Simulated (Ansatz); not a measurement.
ZrS2, 3 atoms in the cell. It takes space group P-3m1 (No. 164, trigonal). The conventional cell has a = 3.691 Å, b = 3.691 Å, c = 6.041 Å, α = 90.00°, β = 90.00°, γ = 120.00°. Around Zr (site symmetry -3m) lie 6 S at 2.57 Å. Around S (site symmetry 3m) lie 3 Zr at 2.57 Å. The cell is a database's computed one.

- Program: Ansatz 0.2.0
- Task: band structure
- Functional: B3LYP
- Potentials or basis: Ansatz PAW
- Cutoff: 420 eV (not typed: the program's choice for these potentials)
- k mesh: 4 × 4 × 3
- Occupations: fermi-dirac, width 0.05 eV
- Spin: no spin polarisation
- Path: [["G", "M", "K", "G", "A", "L", "H", "A"], ["L", "M"], ["K", "H"]]
- Points for each segment of the path: 4

Potentials or basis: Ansatz PAW.

Command:

```bash
$ ansatz run input.yaml --threads 2 --pin off --max-ram 5632MiB --backend cpu --events-out ev --progress --plain --runs-dir out
```

Hardware: 2 threads of Intel(R) Xeon(R) Processor @ 2.50GHz (Skylake/Cascade Lake), with other jobs on the host.

Question: How long does it take, and how much memory?

Answer: It took 4.8 min on 2 threads of Intel(R) Xeon(R) Processor @ 2.50GHz (Skylake/Cascade Lake) (shared host), peak memory 0.87 GiB. Counts: scf iterations 16, plane waves 1389, k points 9, bands 19.
